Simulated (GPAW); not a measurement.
Runs of GPAW 26.7.0 on As. It takes space group P6/mmm (No. 191, hexagonal). Conventional cell: a = 4.566 Å, b = 4.566 Å, c = 2.834 Å, α = 90.00°, β = 90.00°, γ = 120.00°. As (site symmetry -6m2) has 5 As at 2.64 to 2.83 Å as nearest neighbours. The cell was built by a generator and needn't be a form met in nature.

```tsv
task	level	potentials or basis	cell	k mesh	optimizer	fmax	max steps	convergence	gap on the mesh (eV)	pressure (GPa)	relaxed volume (Å³/atom)
relaxation of cell and atoms	revPBE+D3(BJ)+ATM	the program's PAW data sets (release 1.2.1) made for this functional, pw	relaxed	6 × 6 × 8	BFGS	0.02 eV/Å	60	density=1e-05 forces=0.0001	none	0.0	23.93
relaxation of cell and atoms	revPBE	the program's PAW data sets (release 1.2.1) made for this functional, pw	relaxed	6 × 6 × 8	BFGS	0.02 eV/Å	60	density=1e-05 forces=0.0001	none	0.0	(b)
single point	PBE	GPAW PAW data sets (gpaw-data 1.2.1), pw	as given	7 × 7 × 9	-	-	-	-	none	(a)	-
relaxation of cell and atoms	revPBE+D3	the program's PAW data sets (release 1.2.1) made for this functional, pw	relaxed	6 × 6 × 8	BFGS	0.02 eV/Å	60	density=1e-05 forces=0.0001	none	0.0	24.83
relaxation of cell and atoms	revPBE+D3(op)	the program's PAW data sets (release 1.2.1) made for this functional, pw	relaxed	6 × 6 × 8	BFGS	0.02 eV/Å	60	density=1e-05 forces=0.0001	none	0.0	24.10
```

Alike in all rows: no spin polarisation; cutoff (eV) 600; smearing fermi-dirac 0.05 eV.

Question: Estimate the missing entries.

Answer: (a) -0.1; (b) 25.82.

Caveats: later steps reuse the first step's grids (some runs); pairwise dispersion overbinds metals, which lowers pressure and volume (some runs).

A k mesh can miss the band edges, and the runs leave out spin-orbit coupling on As.

A gap of «none» marks a metal or a gap under the smearing width.

Not every run made on this cell is shown here.
